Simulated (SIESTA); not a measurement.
Crystal: Sc.

```
CELL_PARAMETERS angstrom
-1.91721 1.91721 1.71760
1.91721 -1.91721 1.71760
1.91721 1.91721 -1.71760
ATOMIC_POSITIONS crystal
Sc 0.00000 0.00000 0.00000
```

This isn't the form of Sc at room conditions, which is hcp.

| Quantity | Value |
| --- | --- |
| Program | SIESTA 5.4.2 |
| Task | single point |
| Functional | PBE |
| Potentials or basis | PseudoDojo 0.4 standard (PBE files) |
| Basis | DZP (energy shift 0.002 Ry; radii capped at 9.5 bohr) |
| Grid cutoff | 800 Ry |
| Energy shift | 0.002 Ry |
| k mesh | 10 × 10 × 10 |
| Occupations | fermi-dirac, width 0.05 eV |
| Spin | no spin polarisation |

On this cell: pressure -0.9 GPa; band gap on the k mesh none (metal or under the smearing width).

The same run follows on a disturbed copy (cell strained at random at fixed volume):

```xyz
1
Lattice="-2.0017 1.9652 1.8153 1.9171 -1.8943 1.6417 1.9375 1.8301 -1.7361" Properties=species:S:1:pos:R:3 pbc="T T T"
Sc   -0.0071   -0.0146    0.0243
```

What does the disturbed cell give?

The energy (extrapolated to zero smearing) moves by +10.1 meV/atom; pressure -1.0 GPa; band gap on the k mesh none (metal or under the smearing width).

Stress tensor (GPa, compression positive):
```
-1.07  1.11  1.41
 1.11 -1.64 -1.14
 1.41 -1.14 -0.26
```

Caveats: semicore shells carry a single zeta, which can move pressures by several GPa and volumes by a few percent; the basis of atomic orbitals isn't converged, which shifts pressures, moduli and gaps.
